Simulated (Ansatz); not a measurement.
# Ru (Ruthenium): the cost of one run

Method: DFT LDA, scalar-relativistic, plane waves, PAW, in Ansatz 0.2.0.

2 further runs of the same task are left out: 2 set aside as unsound or not needed.

## (1) The structure to begin with

Symmetry: P6_3/mmc, No. 194, hexagonal system. The conventional cell has a = 2.674 Å, b = 2.674 Å, c = 4.226 Å, α = 90.00°, β = 90.00°, γ = 120.00°. Around Ru (site symmetry -6m2) lie 12 Ru at 2.62 to 2.67 Å.

As a file:

```cif
data_structure
_symmetry_space_group_name_H-M 'P 1'
_symmetry_Int_Tables_number 1
_cell_length_a 2.6739
_cell_length_b 2.6739
_cell_length_c 4.2264
_cell_angle_alpha 90.000
_cell_angle_beta 90.000
_cell_angle_gamma 120.000
_cell_volume 26.17
loop_
_atom_site_label
_atom_site_type_symbol
_atom_site_fract_x
_atom_site_fract_y
_atom_site_fract_z
_atom_site_occupancy
Ru1 Ru 0.33333 0.66667 0.25000 1
Ru2 Ru 0.66667 0.33333 0.75000 1
```

It is the result of an earlier relaxation at this level (volume 13.08 Å³/atom; gap on the mesh: none (metal)).

## (2) The bulk in the cell of the plane

The input, input.yaml:

```yaml
crystal:
  lattice:
    - [2.6738855892, 0.0, 0.0]
    - [0.0, 4.2264228674, 0.0]
    - [1.3369427946, 0.0, 2.315652847]
  atoms:
    - { symbol: Ru, position: [0.3333333333, 0.75, 0.3333333333] }
    - { symbol: Ru, position: [0.6666666667, 0.25, 0.6666666667] }
basis:
  ecutwfc: 420
kpoints:
  mp_grid: { grid: [13, 8, 15] }
hamiltonian:
  xc: lda
scf:
  occupations: { method: gaussian, width: 0.1 }
output:
  forces: true
  stress: true
  eigenvalues: true
```

The run is started by

```sh
ansatz run input.yaml --threads 2 --pin off --max-ram 5120MiB --backend cpu --events-out ev --progress --plain --runs-dir out
```

**Question.** How long does this run take on 2 threads of Intel Xeon 6975P-C (Granite Rapids), shared host, and how much memory does it need?

About 2.7 s, with a peak of 0.52 GiB.
